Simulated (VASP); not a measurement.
# Ir (Fm-3m) in VASP: notebook, part 2 of 2

VASP 6.6.1. Earlier steps stand in the parts before.

**4. Relaxation of the atoms, PBE+D3(BJ)**

Contents of INCAR:

```
PREC     = Accurate       # precision mode
ENCUT    = 600            # plane-wave cutoff, eV
EDIFF    = 1E-7           # SCF threshold, eV
ISMEAR   = 1              # smearing method
SIGMA    = 0.1            # smearing width, eV
LREAL    = F              # projectors in reciprocal space
LASPH    = T              # aspherical terms in the spheres
NELM     = 80             # most SCF steps
ALGO     = Normal         # electronic algorithm
ISIF     = 2              # what is computed and relaxed
LWAVE    = F              # write WAVECAR
LCHARG   = F              # write CHGCAR
GGA      = PE             # functional
IVDW     = 12             # dispersion correction
IBRION   = 2              # ionic algorithm
NSW      = 40             # ionic steps
EDIFFG   = -0.01          # ionic threshold
```

Contents of KPOINTS:

```
Automatic mesh
0
Gamma
  16 16 16
```

Contents of POSCAR:

```
Ir                                      
1.0
    0.0000000000      1.9219607553      1.9219607553
    1.9219607553      0.0000000000      1.9219607553
    1.9219607553      1.9219607553      0.0000000000
  Ir            
     1
Direct
     0.0000000000000000    0.0000000000000000    0.0000000000000000
```

Potentials or basis: VASP PAW PBE potentials, release 64 (Ir).

Launch:

```
cat potpaw_PBE.64/Ir/POTCAR > POTCAR
mpirun -np 1 vasp_std > vasp.out
```

OUTCAR:

```text
PREC = Accurate
   ENCUT = 600
   EDIFF = 1E-7
   ISMEAR = 1
   LREAL = F
   LASPH = T
   NELM = 80
   ISIF = 2
   GGA = PE
   IVDW = 12
   IBRION = 2
   NSW = 40
   EDIFFG = -0.01
 IVDW          = 12

 ion  position               nearest neighbor table
   1  0.000  0.000  0.000-

  LATTYP: Found a face centered cubic cell.
 ALAT       =     3.8439215106

  Lattice vectors:

 A1 = (   0.0000000000,   1.9219607553,   1.9219607553)
 A2 = (   1.9219607553,   0.0000000000,   1.9219607553)
 A3 = (   1.9219607553,   1.9219607553,   0.0000000000)

Analysis of symmetry for initial positions (statically):
=====================================================================
 Subroutine PRICEL returns:
 Original cell was already a primitive cell.

 Routine SETGRP: Setting up the symmetry group for a
 face centered cubic supercell.

 Subroutine GETGRP returns: Found 48 space group operations
 (whereof 48 operations were pure point group operations)
 out of a pool of 48 trial point group operations.

The static configuration has the point symmetry O_h .

Analysis of symmetry for dynamics (positions and initial velocities):
[... 164 lines left out ...]
 fundamental gap:      0.0081293896
 Fermi energy:        10.3389363316

 k-point     1 :       0.0000    0.0000    0.0000
  band No.  band energies     occupation
      1      -0.7376      2.00000
      2       6.4837      2.00000
      3       6.4837      2.00000
      4       6.4837      2.00000
      5       9.1585      2.00000
      6       9.1585      2.00000
      7      24.6736      0.00000
      8      30.2395      0.00000
[... 243 lines left out ...]
 k-point    24 :      -0.0625    0.0625    0.0000
  band No.  band energies     occupation
      1      -0.2825      2.00000
      2       6.2248      2.00000
      3       6.6633      2.00000
      4       6.7155      2.00000
      5       8.9031      2.00000
      6       9.1846      2.00000
      7      25.4453      0.00000
      8      28.5107      0.00000

 [... further k-points ...]

------------------------ aborting loop because EDIFF is reached ----------------------------------------

 Edisp (eV)   -0.73230

 E8    (eV) :    -0.3415

  FORCE on cell =-STRESS in cart. coord.  units (eV):
  Direction    XX          YY          ZZ          XY          YZ          ZX
  --------------------------------------------------------------------------------------
  -------------------------------------------------------------------------------------
  Total      -0.00386    -0.00386    -0.00386     0.00000     0.00000     0.00000
  in kB      -0.43588    -0.43588    -0.43588     0.00000     0.00000     0.00000
  external pressure =       -0.44 kB  Pullay stress =        0.00 kB

 VOLUME and BASIS-vectors are now :
 -----------------------------------------------------------------------------
  energy-cutoff  :      600.00
  volume of cell :       14.20
      direct lattice vectors                 reciprocal lattice vectors
     0.000000000  1.921960755  1.921960755    -0.260150994  0.260150994  0.260150994
     1.921960755  0.000000000  1.921960755     0.260150994 -0.260150994  0.260150994
     1.921960755  1.921960755  0.000000000     0.260150994  0.260150994 -0.260150994

 POSITION                                       TOTAL-FORCE (eV/Angst)
 -----------------------------------------------------------------------------------
      0.00000      0.00000      0.00000         0.000000      0.000000      0.000000
 -----------------------------------------------------------------------------------
    total drift:                                0.000000     -0.000000     -0.000000

  FREE ENERGIE OF THE ION-ELECTRON SYSTEM (eV)
  ---------------------------------------------------
  free  energy   TOTEN  =        -9.5648417473 eV

  energy  without entropy=       -9.5645286996  energy(sigma->0) =       -9.56473740

 reached required accuracy - stopping structural energy minimisation
```

OSZICAR:

```text
N       E                     dE             d eps       ncg     rms          rms(c)
DAV:   1     0.483578119542E+02    0.48358E+02   -0.48589E+03  2328   0.115E+03
DAV:   2    -0.867012497779E+01   -0.57028E+02   -0.55463E+02  2328   0.214E+02
DAV:   3    -0.938077660333E+01   -0.71065E+00   -0.70769E+00  3416   0.330E+01
DAV:   4    -0.938454005236E+01   -0.37634E-02   -0.37631E-02  2984   0.173E+00
DAV:   5    -0.938456486057E+01   -0.24808E-04   -0.24807E-04  3384   0.905E-02    0.151E+01
DAV:   6    -0.892328243216E+01    0.46128E+00   -0.95865E-01  2752   0.138E+01    0.624E+00
DAV:   7    -0.883867811702E+01    0.84604E-01   -0.30567E-01  3016   0.725E+00    0.150E+00
DAV:   8    -0.883543734788E+01    0.32408E-02   -0.11459E-03  2456   0.488E-01    0.101E+00
DAV:   9    -0.883253407996E+01    0.29033E-02   -0.22043E-03  2936   0.790E-01    0.146E-02
DAV:  10    -0.883254106807E+01   -0.69881E-05   -0.53398E-06  3072   0.261E-02    0.188E-02
DAV:  11    -0.883254158849E+01   -0.52043E-06   -0.70615E-07  3176   0.121E-02    0.704E-04
DAV:  12    -0.883254159966E+01   -0.11171E-07   -0.68351E-09  1696   0.894E-04
   1 F= -.95648417E+01 E0= -.95647374E+01  d E =-.956484E+01
```

Run time: 11 s. Hardware: 1 thread of AMD EPYC 9R45 (Zen 5), shared host; peak memory 0.14 GiB.

Results:

* Free energy: -9.5648 eV
* Pressure after relaxing: 0.0 GPa
* Band gap on the k mesh: none (metal or under the smearing width)
* Dispersion energy per atom: -0.732 eV

Final structure:
```
Ir
1.0
     0.00000    1.92196    1.92196
     1.92196    0.00000    1.92196
     1.92196    1.92196    0.00000
Ir
1
Direct
  0.00000 0.00000 0.00000
```

Levels at points of the mesh, in eV from the Fermi level:
```
           k point  band 1  band 2  band 3  band 4  band 5  band 6  band 7  band 8
(0.00, 0.00, 0.00)  -11.08   -3.86   -3.86   -3.86   -1.18   -1.18   14.33   19.90
(0.50, 0.00, 0.00)   -8.06   -3.96   -3.96   -0.75    0.90    0.90    7.24   13.88
(0.50, 0.50, 0.00)   -7.86   -7.29    0.87    1.48    1.48    1.70   10.47   11.70
```

Caveat: the relaxation stopped at its first step, so nothing moved; pairwise dispersion overbinds metals, which lowers pressure and volume. The run has no spin-orbit coupling, so splittings on Ir are missing.

**5. Relaxation of the atoms, PBE+D3(BJ) (a relaxed cell with its volume scaled by 1.02)**

INCAR is that of step 4.

KPOINTS is that of step 4.

Contents of POSCAR:

```
Ir                                      
1.0
    0.0000000000      1.9346893432      1.9346893432
    1.9346893432      0.0000000000      1.9346893432
    1.9346893432      1.9346893432      0.0000000000
  Ir            
     1
Direct
     0.0000000000000000    0.0000000000000000    0.0000000000000000
```

Launch:

```
cat potpaw_PBE.64/Ir/POTCAR > POTCAR
mpirun -np 1 vasp_std > vasp.out
```

It took 11 s on 1 thread of AMD EPYC 9R45 (Zen 5), shared host; peak memory 0.14 GiB.

Results (log left out):

```
Free energy                : -9.5583 eV
Pressure after relaxing    : -7.1 GPa
Band gap on the k mesh     : none (metal or under the smearing width)
Dispersion energy per atom : -0.717 eV
```

Final structure:
```yaml
crystal:
  lattice:
    - [0.00000, 1.93469, 1.93469]
    - [1.93469, 0.00000, 1.93469]
    - [1.93469, 1.93469, 0.00000]
  atoms:
    - { symbol: Ir, position: [0.00000, 0.00000, 0.00000] }
```

Levels at points of the mesh, in eV from the Fermi level:
```csv
k point,band 1,band 2,band 3,band 4,band 5,band 6,band 7,band 8
"(0.00, 0.00, 0.00)",-10.86,-3.74,-3.74,-3.74,-1.15,-1.15,14.37,19.82
"(0.50, 0.00, 0.00)",-7.85,-3.84,-3.84,-0.69,0.87,0.87,7.04,13.91
"(0.50, 0.50, 0.00)",-7.64,-7.08,0.84,1.42,1.42,1.71,10.20,11.60
```

Caveat: the relaxation stopped at its first step, so nothing moved; pairwise dispersion overbinds metals, which lowers pressure and volume. Spin-orbit coupling is left out, which matters for the levels of Ir.

**6. Relaxation of the atoms, PBE+D3(BJ) (a relaxed cell with its volume scaled by 1.04)**

INCAR is that of step 5.

KPOINTS is that of step 5.

Contents of POSCAR:

```
Ir                                      
1.0
    0.0000000000      1.9472526130      1.9472526130
    1.9472526130      0.0000000000      1.9472526130
    1.9472526130      1.9472526130      0.0000000000
  Ir            
     1
Direct
     0.0000000000000000    0.0000000000000000    0.0000000000000000
```

Potentials or basis: VASP PAW PBE potentials, release 64 (Ir).

Launch:

```
cat potpaw_PBE.64/Ir/POTCAR > POTCAR
mpirun -np 1 vasp_std > vasp.out
```

Wall time 11 s (1 thread of AMD EPYC 9R45 (Zen 5), shared host); peak memory 0.14 GiB.

It converged, with:

| Quantity | Value |
| --- | --- |
| Free energy | -9.5401 eV |
| Pressure after relaxing | -13.3 GPa |
| Band gap on the k mesh | none (metal or under the smearing width) |
| Dispersion energy per atom | -0.703 eV |

Final structure:
```
Ir
1.0
     0.00000    1.94725    1.94725
     1.94725    0.00000    1.94725
     1.94725    1.94725    0.00000
Ir
1
Direct
  0.00000 0.00000 0.00000
```

Levels at points of the mesh, in eV from the Fermi level:
| k point | band 1 | band 2 | band 3 | band 4 | band 5 | band 6 | band 7 | band 8 |
| --- | --- | --- | --- | --- | --- | --- | --- | --- |
| (0.00, 0.00, 0.00) | -10.65 | -3.63 | -3.63 | -3.63 | -1.11 | -1.11 | 14.41 | 19.74 |
| (0.50, 0.00, 0.00) | -7.65 | -3.72 | -3.72 | -0.64 | 0.84 | 0.84 | 6.85 | 13.94 |
| (0.50, 0.50, 0.00) | -7.42 | -6.87 | 0.80 | 1.37 | 1.37 | 1.72 | 9.95 | 11.52 |

Caveat: the relaxation stopped at its first step, so nothing moved; pairwise dispersion overbinds metals, which lowers pressure and volume. Spin-orbit coupling is left out, which matters for the levels of Ir.

**7. Overview**

```tsv
cell	gap on the mesh (eV)	pressure (GPa)
atoms relaxed from: a relaxed cell with its volume scaled by 0.96	none	16.9
atoms relaxed from: a relaxed cell with its volume scaled by 0.98	none	7.9
atoms relaxed	none	0.0
atoms relaxed from: a relaxed cell with its volume scaled by 1.02	none	-7.1
atoms relaxed from: a relaxed cell with its volume scaled by 1.04	none	-13.3
```

Alike in all rows: task relaxation of the atoms; level PBE+D3(BJ); potentials or basis VASP PAW PBE potentials, release 64 (Ir); no spin polarisation; k mesh 16 × 16 × 16; cutoff (eV) 600; smearing methfessel-paxton 0.1 eV.

Caveats: the relaxation stopped at its first step, so nothing moved; pairwise dispersion overbinds metals, which lowers pressure and volume.

Absolute energies hang on the potentials; compare differences alone.
